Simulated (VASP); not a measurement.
A run of VASP 6.6.1 is set up as follows.

INCAR

```
SYSTEM = Hf
PREC = Accurate
ENCUT = 520
EDIFF = 1E-7
ISMEAR = 0
SIGMA = 0.1
LREAL = .False.
LASPH = .True.
NELM = 60
ALGO = Normal
ISIF = 3
LWAVE = .False.
LCHARG = .False.
GGA = PS
IBRION = 2
NSW = 80
EDIFFG = -0.002
PSTRESS = 120.0
```

File KPOINTS:

```
Automatic mesh
0
Gamma
  3 3 2
  0 0 0
```

The input POSCAR:

```
Hf                                      
1.0
    2.7508294610      0.0000000000      0.0000000000
   -1.3754147304      2.3822882015      0.0000000000
    0.0000000000      0.0000000000      5.1223218970
  Hf            
     2
Direct
     0.3333333300000021    0.6666666699999979    0.2500000000000000
     0.6666666699999979    0.3333333300000021    0.7500000000000000
```

Potentials or basis: VASP PAW PBE potentials, release 64 (Hf_pv).

The run is started by

```bash
$ cat potpaw_PBE.64/Hf_pv/POTCAR > POTCAR
$ mpirun -np 1 vasp_std > vasp.out
```

Problem. Estimate the relaxed cell.

Solution. a = 3.011 Å, b = 3.011 Å, c = 4.944 Å, α = 90.00°, β = 90.00°, γ = 120.00°.

Problem. What does it give for the band gap on the k mesh?

Solution. None (metal or under the smearing width).

Problem. What does it give for the space group after relaxing (to 0.05 Å)?

Solution. P6_3/mmc (No. 194).

Problem. Predict the relaxed volume.

Solution. 19.40 Å³/atom.

Final structure:
```
CELL_PARAMETERS angstrom
3.01066 0.00000 0.00000
-1.50533 2.60731 0.00000
0.00000 0.00000 4.94359
ATOMIC_POSITIONS crystal
Hf 0.33333 0.66667 0.25000
Hf 0.66667 0.33333 0.75000
```

Caveat: the k mesh is coarse (spacing up to 0.88 Å⁻¹), so the values aren't converged; the cell is relaxed towards a set pressure, so the enthalpy falls and the energy may rise; the volume moved by over 15 % at a fixed basis, so the end points are rough; the PAW data sets were made with another functional, which shifts forces and pressure a little. The run has no spin-orbit coupling, so splittings on Hf are missing.
